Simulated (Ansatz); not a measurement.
# Dielectric response of InP (110) films

Aim: the electronic and static ε of zincblende InP (110) from films of three thicknesses in a field.

Method: plane-wave DFT, PBEsol, Ansatz PAW, in Ansatz 0.2.0.

Most raw output is cut from this account.

## Step 1: The structure

The cell holds 10 atoms: 5 In and 5 P. Cell: a = 4.151 Å, b = 5.870 Å, c = 26.301 Å, α = 90.0°, β = 90.0°, γ = 90.0°. It derives from InP (zincblende InP). Vacuum lies along c.

## Step 2: Relaxing the film, 10 atoms, units 5

The structure is relaxed first, because levels and dipoles at a surface follow the positions of the outer atoms.

The input, input.yaml:

```yaml
crystal:
  lattice:
    - [4.15071681, 0.0, 0.0]
    - [0.0, 5.87, 0.0]
    - [0.0, 0.0, 26.3014336111]
  atoms:
    - { symbol: In, position: [0.5, 0.5, 0.3421866706] }
    - { symbol: P, position: [0.0, 0.75, 0.3421866706] }
    - { symbol: In, position: [0.0, 0.0, 0.4210933353] }
    - { symbol: P, position: [0.5, 0.25, 0.4210933353] }
    - { symbol: In, position: [0.5, 0.5, 0.5] }
    - { symbol: P, position: [0.0, 0.75, 0.5] }
    - { symbol: In, position: [0.0, 0.0, 0.5789066647] }
    - { symbol: P, position: [0.5, 0.25, 0.5789066647] }
    - { symbol: In, position: [0.5, 0.5, 0.6578133294] }
    - { symbol: P, position: [0.0, 0.75, 0.6578133294] }
kpoints:
  mp_grid: { grid: [8, 6, 1] }
hamiltonian:
  xc: pbesol
scf:
  occupations: { method: fermi_dirac, width: 0.03 }
  convergence: { dr2_threshold: 1.0e-09 }
efield:
  axis: 3
  dipole_correction: true
  ramp_position: 0.97
  ramp_width: 0.06
relax:
  f_tol: 0.003
  max_steps: 100
output:
  write_potential: true
  write_density: true
  volumetric_format: npy
```

Run with:

```sh
$ ansatz run input.yaml --threads 4 --pin off --max-ram 12288MiB --backend cpu --events-out ev --progress --plain --runs-dir out
```

Wall time 2.3 min (4 threads of Arm Neoverse V1, shared host); peak memory 1.4 GiB; 8.8 min of CPU time.

Step by step:

```
step  energy less that of the first step (eV)  largest force component (eV/Å)
   1                                   0.0000                          1.1444
   2                                  -0.8163                          0.8240
   3                                  -1.1865                          0.3323
   4                                  -1.2492                          0.0877
   5                                  -1.2508                          0.0475
   6                                  -1.2513                          0.0096
   7                                  -1.2513                          0.0014
```

Forces are held to the 2 operations that the run works with; a distortion that breaks them can't arise in this run.

The atoms that moved most (Å):

```
atom     dx      dy      dz  length
 In9  0.000   0.301  -0.432   0.527
 In1  0.000   0.301   0.432   0.527
 P10  0.000   0.071   0.237   0.247
  P2  0.000   0.071  -0.237   0.247
 In3  0.000  -0.141  -0.079   0.161
 In7  0.000  -0.141   0.079   0.161
  P4  0.000  -0.133   0.001   0.133
  P8  0.000  -0.133  -0.001   0.133
```

This step gave:

- dipole along the normal: -1.09e-5 e·Å

Running mean over 2.075 Å of the planar mean; the ramp of the sawtooth is left out. The electron's electrostatic potential energy less the Fermi level by z:

```
z (Å)  electron's electrostatic potential energy less the Fermi level (eV)
  3.5                                                                 4.69
  4.0                                                                 4.69
  4.5                                                                 4.69
  5.0                                                                 4.69
  5.5                                                                 4.68
  6.0                                                                 4.66
  6.5                                                                 4.57
  7.0                                                                 4.21
  7.5                                                                 2.97
  8.0                                                                0.663
  8.5                                                                -1.64
  9.0                                                                -3.20
  9.5                                                                -4.05
 10.0                                                                -4.70
 10.5                                                                -5.05
 11.0                                                                -4.64
 11.5                                                                -4.08
 12.0                                                                -3.84
 12.5                                                                -3.80
 13.0                                                                -3.87
 13.5                                                                -3.84
 14.0                                                                -3.80
 14.5                                                                -3.90
 15.0                                                                -4.26
 15.5                                                                -4.89
 16.0                                                                -4.97
 16.5                                                                -4.47
 17.0                                                                -3.77
 17.5                                                                -2.67
 18.0                                                               -0.807
 18.5                                                                 1.66
 19.0                                                                 3.62
 19.5                                                                 4.41
 20.0                                                                 4.62
 20.5                                                                 4.67
 21.0                                                                 4.68
 21.5                                                                 4.69
 22.0                                                                 4.69
 22.5                                                                 4.69
 23.0                                                                 4.69
```

The relaxation took 7 steps and lowered the energy by 1.3 eV; the largest force on the free atoms ends at 0.0014 eV/Å.

The gap is 0.99 eV.

## Step 3: Single point on the relaxed film, 10 atoms, units 5

The film was relaxed beforehand; a single point on the relaxed positions gives its levels and potential.

input.yaml, the sections that differ from step 2:

```yaml
crystal:
  lattice:
    - [4.15071681, 0.0, 0.0]
    - [0.0, 5.87, 0.0]
    - [0.0, 0.0, 26.3014336111]
  atoms:
    - { symbol: In, position: [0.5, 0.5513158351, 0.358629669] }
    - { symbol: P, position: [0.0, 0.7620339365, 0.3331709464] }
    - { symbol: In, position: [0.0, -0.0240125374, 0.4180977561] }
    - { symbol: P, position: [0.5, 0.2274115416, 0.421121446] }
    - { symbol: In, position: [0.5, 0.4808594275, 0.5000000061] }
    - { symbol: P, position: [0.0, 0.7356427501, 0.4999999894] }
    - { symbol: In, position: [0.0, -0.0240124958, 0.581902257] }
    - { symbol: P, position: [0.5, 0.227411578, 0.5788785392] }
    - { symbol: In, position: [0.5, 0.5513159298, 0.6413703346] }
    - { symbol: P, position: [0.0, 0.7620340346, 0.6668290562] }
output:
  eigenvalues: true
  write_potential: true
  write_density: true
  volumetric_format: npy
# kpoints, hamiltonian, scf, efield: as in step 2
# relax: removed
```

Run time: 28 s. Hardware: 4 threads; peak memory 1.5 GiB; 1.8 min of CPU time.

This step gave:

```
dipole along the normal : -5.21e-6 e·Å
```

Running mean over 2.075 Å of the planar mean; the ramp of the sawtooth is left out. The electron's electrostatic potential energy less the Fermi level by z:

(Unchanged from step 2.)

The gap is 0.99 eV.

## Step 4: Single point, 10 atoms, units 5, field 0.1 V/Å

A sawtooth potential applies the field, turning back in the middle of the vacuum. With the dipole correction the typed value is the field outside the slab. The induced dipole is small, so the SCF threshold is tight.

input.yaml: that of step 3 with these lines changed.

```diff
@@ -22,3 +22,3 @@
   occupations: { method: fermi_dirac, width: 0.03 }
-  convergence: { dr2_threshold: 1.0e-09 }
+  convergence: { dr2_threshold: 1.0e-10 }
 efield:
@@ -26,6 +26,6 @@
   dipole_correction: true
-  ramp_position: 0.97
-  ramp_width: 0.06
+  ramp_position: 0.9623
+  ramp_width: 0.0755
+  amplitude: 0.1
 output:
-  eigenvalues: true
   write_potential: true
```

Run time: 34 s. Hardware: 4 threads; peak memory 1.5 GiB; 2.2 min of CPU time.

Numbers from this step:

```yaml
dipole_along_the_normal: 0.1351 e·Å
```

The dipole is 0.135 e·Å, and the gap on the mesh 0.986 eV.

## Step 5: Atoms held, 10 atoms, units 5, field -0.1 V/Å

input.yaml: that of step 4 with these lines changed.

```diff
@@ -28,3 +28,3 @@
   ramp_width: 0.0755
-  amplitude: 0.1
+  amplitude: -0.1
 output:
```

Run time: 34 s. Hardware: 4 threads; peak memory 1.5 GiB; 2.2 min of CPU time.

The dipole is -0.135 e·Å, and the gap on the mesh 0.986 eV.

## Step 6: Response with the atoms held, 10 atoms, units 5

This step: plane-wave DFT, PBEsol, Ansatz PAW; response to a field along the normal, atoms held (Ansatz 0.2.0).

The two fields give this film's response with the atoms held: the electronic part.

This step gave:

```yaml
equivalent_conductor_thickness_p_eps_0ae: 10.04 Å
distance_between_the_outer_atoms: 8.776 Å
thickness: 10.38 Å
inner_field_over_outer_field: 0.08472
local_eps_in_the_middle: 11.80
```

Local field over the applied field, running mean. From the potentials at -0.1 and 0.1 V/Å; running mean over 2.075 Å, taken twice. Local field over applied field against z:

```
z (Å)  local field over applied field
  4.0                           0.999
  4.5                           0.997
  5.0                           0.990
  5.5                           0.974
  6.0                           0.937
  6.5                           0.866
  7.0                           0.757
  7.5                           0.614
  8.0                           0.454
  8.5                           0.306
  9.0                           0.191
  9.5                           0.117
 10.0                          0.0843
 10.5                          0.0770
 11.0                          0.0801
 11.5                          0.0847
 12.0                          0.0862
 12.5                          0.0848
 13.0                          0.0839
 13.5                          0.0841
 14.0                          0.0855
 14.5                          0.0861
 15.0                          0.0831
 15.5                          0.0784
 16.0                          0.0780
 16.5                          0.0932
 17.0                           0.142
 17.5                           0.232
 18.0                           0.361
 18.5                           0.518
 19.0                           0.674
 19.5                           0.805
 20.0                           0.899
 20.5                           0.955
 21.0                           0.982
 21.5                           0.993
 22.0                           0.998
```

The induced electron density oscillates, so the rows of the table below give means over windows of 1 Å about each position, cut where the curve ends. Its maxima inside the range that stand out by 2 % of the span (Å: e/Å³ per V/Å): 7.9: 0.00302, 9.4: 9.4e-4, 11.7: 4.7e-4, 13.6: 3.7e-4, 15.9: 6.0e-4, 17.4: -6.9e-4. Its minima: 8.9: 6.9e-4, 10.4: -6.0e-4, 12.7: -3.7e-4, 14.6: -4.7e-4, 16.9: -9.4e-4, 18.4: -0.00302.

Electrons, planar mean, per unit field. Induced electron density against z; means over each step:

```
z (Å)  induced electron density (e/Å³ per V/Å)
    4                                   4.9e-6
    5                                   3.5e-5
    6                                   2.8e-4
    7                                  0.00151
    8                                  0.00254
    9                                   8.8e-4
   10                                  -1.3e-4
   11                                  -1.8e-4
   12                                   1.9e-4
   13                                  -1.0e-4
   14                                   3.5e-5
   15                                  -7.6e-5
   16                                   4.0e-4
   17                                  -7.2e-4
   18                                 -0.00199
   19                                 -0.00212
   20                                  -4.9e-4
   21                                  -6.7e-5
   22                                  -9.6e-6
```

By hand: between -0.1 and 0.1 V/Å the dipole changes by 0.2703 e·Å, a slope of 1.351 e·Å²/V. A perfect conductor of thickness t has p = ε₀AEt, so t = 180.95 × 1.351 / 24.365 = 10.04 Å (e/ε₀ = 180.95 V·Å, A in Å²).

The induced dipole is that of a conductor 10.04 Å thick.

## Step 7: Field on, atoms free, 10 atoms, field 0.05 V/Å

This step: plane-wave DFT, PBEsol, Ansatz PAW (Ansatz 0.2.0).

Now the atoms may follow the field. A weak field makes forces of meV/Å to tens of meV/Å, so the force tolerance is set well below the usual one.

input.yaml: that of step 5 with these lines changed.

```diff
@@ -26,5 +26,8 @@
   dipole_correction: true
-  ramp_position: 0.9623
-  ramp_width: 0.0755
-  amplitude: -0.1
+  ramp_position: 0.97
+  ramp_width: 0.06
+  amplitude: 0.05
+relax:
+  f_tol: 0.0006
+  max_steps: 70
 output:
```

Wall time 63 s (4 threads); peak memory 1.3 GiB.

No atom moved by 0.005 Å in the relaxation.

This step gave:

* dipole along the normal: 0.06884 e·Å

The relaxation took 3 steps and lowered the energy by 3.2e-5 eV; the largest force on the free atoms ends at 4.5e-4 eV/Å.

The dipole is 0.0688 e·Å, and the gap on the mesh 0.988 eV.

## Step 8: Relaxing in the field, 10 atoms, field -0.05 V/Å

The opposite sign, again from the field-free geometry; the difference of the two cancels what relaxes without a field.

input.yaml: that of step 7 with these lines changed.

```diff
@@ -28,3 +28,3 @@
   ramp_width: 0.06
-  amplitude: 0.05
+  amplitude: -0.05
 relax:
```

Wall time 63 s (4 threads); peak memory 1.3 GiB; 4.1 min of CPU time.

No atom moved by 0.005 Å in the relaxation.

The relaxation took 3 steps and lowered the energy by 3.2e-5 eV; the largest force on the free atoms ends at 4.5e-4 eV/Å.

The dipole is -0.0688 e·Å, and the gap on the mesh 0.988 eV.

## Step 9: Response with the atoms relaxed, 10 atoms, units 5

This step: plane-wave DFT, PBEsol, Ansatz PAW; response to a field along the normal, atoms relaxed (Ansatz 0.2.0).

The two relaxed runs give the static response.

Numbers from this step:

* equivalent conductor thickness p/(ε₀AE): 10.22 Å
* inner field over outer field: 0.07998
* local ε in the middle: 12.50

Local field over the applied field, running mean. From the potentials at -0.05 and 0.05 V/Å; running mean over 2.075 Å, taken twice. Local field over applied field against z:

```
z (Å)  local field over applied field
  4.0                           0.999
  4.5                           0.996
  5.0                           0.990
  5.5                           0.973
  6.0                           0.931
  6.5                           0.857
  7.0                           0.762
  7.5                           0.632
  8.0                           0.469
  8.5                           0.314
  9.0                           0.162
  9.5                          0.0532
 10.0                          0.0262
 10.5                          0.0374
 11.0                          0.0585
 11.5                          0.0867
 12.0                          0.0897
 12.5                          0.0764
 13.0                          0.0818
 13.5                          0.0790
 14.0                          0.0800
 14.5                          0.0927
 15.0                          0.0766
 15.5                          0.0479
 16.0                          0.0324
 16.5                          0.0283
 17.0                          0.0881
 17.5                           0.220
 18.0                           0.374
 18.5                           0.535
 19.0                           0.689
 19.5                           0.803
 20.0                           0.889
 20.5                           0.952
 21.0                           0.981
 21.5                           0.993
 22.0                           0.998
```

The induced dipole is that of a conductor 10.22 Å thick.

## Step 10: Relaxation, 16 atoms, units 8

This step: plane-wave DFT, PBEsol, Ansatz PAW (Ansatz 0.2.0).

System of this step: InP (110), 8 units. The cell holds 16 atoms: 8 In and 8 P. Its edges and angles: a = 4.151 Å, b = 5.870 Å, c = 32.528 Å, α = 90.0°, β = 90.0°, γ = 90.0°. It derives from InP (zincblende InP). Vacuum lies along c.

The next thickness, treated alike, so that differences show the interior and the faces cancel.

The input, input.yaml:

```yaml
crystal:
  lattice:
    - [4.15071681, 0.0, 0.0]
    - [0.0, 5.87, 0.0]
    - [0.0, 0.0, 32.5275088195]
  atoms:
    - { symbol: In, position: [0.5, 0.5, 0.2766888805] }
    - { symbol: P, position: [0.0, 0.75, 0.2766888805] }
    - { symbol: In, position: [0.0, 0.0, 0.3404920575] }
    - { symbol: P, position: [0.5, 0.25, 0.3404920575] }
    - { symbol: In, position: [0.5, 0.5, 0.4042952345] }
    - { symbol: P, position: [0.0, 0.75, 0.4042952345] }
    - { symbol: In, position: [0.0, 0.0, 0.4680984115] }
    - { symbol: P, position: [0.5, 0.25, 0.4680984115] }
    - { symbol: In, position: [0.5, 0.5, 0.5319015885] }
    - { symbol: P, position: [0.0, 0.75, 0.5319015885] }
    - { symbol: In, position: [0.0, 0.0, 0.5957047655] }
    - { symbol: P, position: [0.5, 0.25, 0.5957047655] }
    - { symbol: In, position: [0.5, 0.5, 0.6595079425] }
    - { symbol: P, position: [0.0, 0.75, 0.6595079425] }
    - { symbol: In, position: [0.0, 0.0, 0.7233111195] }
    - { symbol: P, position: [0.5, 0.25, 0.7233111195] }
kpoints:
  mp_grid: { grid: [8, 6, 1] }
hamiltonian:
  xc: pbesol
scf:
  occupations: { method: fermi_dirac, width: 0.03 }
  convergence: { dr2_threshold: 1.0e-09 }
efield:
  axis: 3
  dipole_correction: true
  ramp_position: 0.97
  ramp_width: 0.06
relax:
  f_tol: 0.003
  max_steps: 100
output:
  write_potential: true
  write_density: true
  volumetric_format: npy
```

Elapsed: 5.3 min, on 4 threads; peak memory 2.2 GiB; 21 min of CPU time.

Relaxation path:

```
step  energy less that of the first step (eV)  largest force component (eV/Å)
   1                                   0.0000                          1.1223
   2                                  -0.7905                          0.8065
   3                                  -1.1563                          0.3150
   4                                  -1.2393                          0.0305
   5                                  -1.2397                          0.0264
   6                                  -1.2408                          0.0038
   7                                  -1.2408                          0.0007
```

The run keeps the 2 symmetry operations that it works with, so distortions that break them were not tested.

The atoms that moved most (Å):

```
atom     dx      dy      dz  length
In15  0.000   0.341  -0.438   0.555
 In1  0.000   0.341   0.438   0.555
 P16  0.000   0.102   0.255   0.274
  P2  0.000   0.102  -0.255   0.274
In13  0.000  -0.087   0.113   0.143
 In3  0.000  -0.087  -0.113   0.143
  P4  0.000  -0.084   0.018   0.086
 P14  0.000  -0.084  -0.018   0.086
```

The relaxation took 7 steps and lowered the energy by 1.2 eV; the largest force on the free atoms ends at 7.0e-4 eV/Å.

The gap is 0.97 eV.

[end of part 1 of 3]

[Logs are printed without paths, hosts, clocks, repeated set-up lines and the standing remarks that a program may print on its own settings, such as how far it seeks lower states.]

[Hosts, paths, dates, database ids (printed as entryN), source tags and the programs' standing remarks are cut or masked in the printed files.]

[Maps of the electrostatic potential energy from Ansatz leave out the sawtooth potential of an applied field or a dipole correction, so their vacuum need not be flat; planar profiles and work functions include it.]
